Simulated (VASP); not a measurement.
A run of VASP 6.6.1:

Contents of INCAR:

```
PREC = Accurate
ENCUT = 520
EDIFF = 1E-6
ISMEAR = 0
SIGMA = 0.02
LREAL = False
LASPH = True
NELM = 60
ALGO = Normal
ISIF = 2
LWAVE = False
LCHARG = False
METAGGA = R2SCAN
LMIXTAU = True
```

Contents of KPOINTS:

```
regular mesh
0
Gamma
  8 8 8
```

File POSCAR:

```
Si                                      
1.0
   -0.0000000000      2.7199013358      2.7199013358
    2.7199013358     -0.0000000000      2.7199013358
    2.7199013358      2.7199013358      0.0000000000
  Si            
     2
Direct
     0.7500000000000000    0.7500000000000000    0.7500000000000000
     0.5000000000000000    0.5000000000000000    0.5000000000000000
```

File KPOINTS_OPT:

```
path GXWKGLUWLK,UX
10
line-mode
reciprocal
 0.0000000000  0.0000000000  0.0000000000  G
 0.5000000000  0.0000000000  0.5000000000  X

 0.5000000000  0.0000000000  0.5000000000  X
 0.5000000000  0.2500000000  0.7500000000  W

 0.5000000000  0.2500000000  0.7500000000  W
 0.3750000000  0.3750000000  0.7500000000  K

 0.3750000000  0.3750000000  0.7500000000  K
 0.0000000000  0.0000000000  0.0000000000  G

 0.0000000000  0.0000000000  0.0000000000  G
 0.5000000000  0.5000000000  0.5000000000  L

 0.5000000000  0.5000000000  0.5000000000  L
 0.6250000000  0.2500000000  0.6250000000  U

 0.6250000000  0.2500000000  0.6250000000  U
 0.5000000000  0.2500000000  0.7500000000  W

 0.5000000000  0.2500000000  0.7500000000  W
 0.5000000000  0.5000000000  0.5000000000  L

 0.5000000000  0.5000000000  0.5000000000  L
 0.3750000000  0.3750000000  0.7500000000  K

 0.6250000000  0.2500000000  0.6250000000  U
 0.5000000000  0.0000000000  0.5000000000  X
```

Potentials or basis: VASP PAW PBE potentials, release 64 (Si).

Command:

```bash
$ cat potpaw_PBE.64/Si/POTCAR > POTCAR
$ mpirun -np 1 vasp_std > vasp.out
```

Hardware: 1 thread of Intel(R) Xeon(R) 6975P-C (Granite Rapids) (shared host).

Task: How long does it take, and how much memory?

Result: Wall time 45 s on 1 thread of Intel(R) Xeon(R) 6975P-C (Granite Rapids) (shared host), peak memory 0.16 GiB. Counts: scf iterations 40, k points 29.
